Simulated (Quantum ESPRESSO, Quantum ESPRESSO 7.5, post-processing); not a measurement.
**1T-CdI2, 1 layer: solver and mixing choices**

Aim: which eigensolver and mixing brings 1T-CdI2, 1 layer to self-consistency fastest, and whether the result stays the same.

Method: plane-wave DFT, PBE, GBRV ultrasoft pseudopotentials, in Quantum ESPRESSO 7.5.

### Step 1. The structure

The cell holds 3 atoms: 2 I and 1 Cd. Its edges and angles: a = 4.330 Å, b = 4.330 Å, c = 19.423 Å, α = 90.0°, β = 90.0°, γ = 120.0°. It derives from CdI2. Vacuum lies along c.

### Step 2. SCF with pw.x: david, local-TF mixing, beta 0.4, history 8

The first run is the reference of the series.

c0.in reads:

```
&control
  prefix = 'c0'
  outdir = './out'
  pseudo_dir = './pseudo'
  calculation = 'scf'
  tprnfor = .true.
/
&system
  ibrav = 0
  nat = 3
  ntyp = 2
  ecutwfc = 40
  ecutrho = 200
  occupations = 'smearing'
  smearing = 'fd'
  degauss = 0.004
  assume_isolated = 'esm'
  esm_bc = 'bc1'
/
&electrons
  conv_thr = 1e-07
  mixing_beta = 0.4
  electron_maxstep = 80
  mixing_mode = 'local-TF'
  diagonalization = 'david'
  mixing_ndim = 8
/
ATOMIC_SPECIES
  I   126.9045  i_pbe_v1.uspp.F.UPF
  Cd  112.4140  cd_pbe_v1.uspp.F.UPF
CELL_PARAMETERS angstrom
  4.33000000000000 0.00000000000000 0.00000000000000
  -2.16500000000000 3.74988999838662 0.00000000000000
  0.00000000000000 0.00000000000000 19.42293265830206
ATOMIC_POSITIONS crystal
  I   0.666666666667 0.333333333333 -0.062372987152
  Cd  0.000000000000 0.000000000000 0.000000000000
  I   0.333333333333 0.666666666667 0.062372987152
K_POINTS automatic
  6 6 1 0 0 0
```

Command:

```
$ OMP_NUM_THREADS=1 mpirun -n 4 pw.x -nk 2 -in c0.in > c0.out
```

The runs that follow: self-consistent run: david, plain mixing, beta 0.4, history 8; ground state: david, plain mixing, beta 0.7, history 8; self-consistent run: david, TF mixing, beta 0.4, history 8; SCF with pw.x: david, local-TF mixing, beta 0.7, history 8; self-consistent run: david, local-TF mixing, beta 0.2, history 8; self-consistent run: david, local-TF mixing, beta 0.4, history 4; SCF with pw.x: cg, local-TF mixing, beta 0.4, history 8; ground state: ppcg, local-TF mixing, beta 0.4, history 8; ground state: paro, local-TF mixing, beta 0.4, history 8; self-consistent run: rmm-davidson, local-TF mixing, beta 0.4, history 8; the series side by side. Settings of the main run: cutoff 40 Ry, smearing, fd smearing, smearing width 0.004 Ry, assume isolated esm, esm bc bc1, SCF threshold 1.00e-7 Ry, diagonalization david, mixing ndim 8, gbrv-pbe-1.5 potentials, 6×6×1 k-mesh, mpi ranks 4, pools 2, omp threads 1.

Q: Predict the largest change of the vacuum level.

The fastest choice is david, plain mixing, beta 0.4, history 8: 15 s, 10 iterations. The converged runs took 10 to 22 iterations and agree within 3 meV in the vacuum level; counts also move with the parallel layout and the random start, so differences of a few iterations rank nothing. Refused or stopped by an error: ppcg, local-TF mixing, beta 0.4, history 8.

| Property | Result |
| --- | --- |
| fastest | david, plain mixing, beta 0.4, history 8: 15 s, 10 iterations |
| slowest that converged | paro, local-TF mixing, beta 0.4, history 8: 33 s, 11 iterations |
| largest change of the vacuum level | 3 meV |

The times come from a shared host and are rough. Peak memory is sampled during the run and can miss the peak. The geometry is as built, not relaxed.

[Logs are printed without paths, hosts, clocks, repeated set-up lines and the standing remarks that a program may print on its own settings, such as how far it seeks lower states.]

[Hosts, paths, dates, database ids (printed as entryN), source tags and the programs' standing remarks are cut or masked in the printed files.]

[Maps of the electrostatic potential energy from Ansatz leave out the sawtooth potential of an applied field or a dipole correction, so their vacuum need not be flat; planar profiles and work functions include it.]
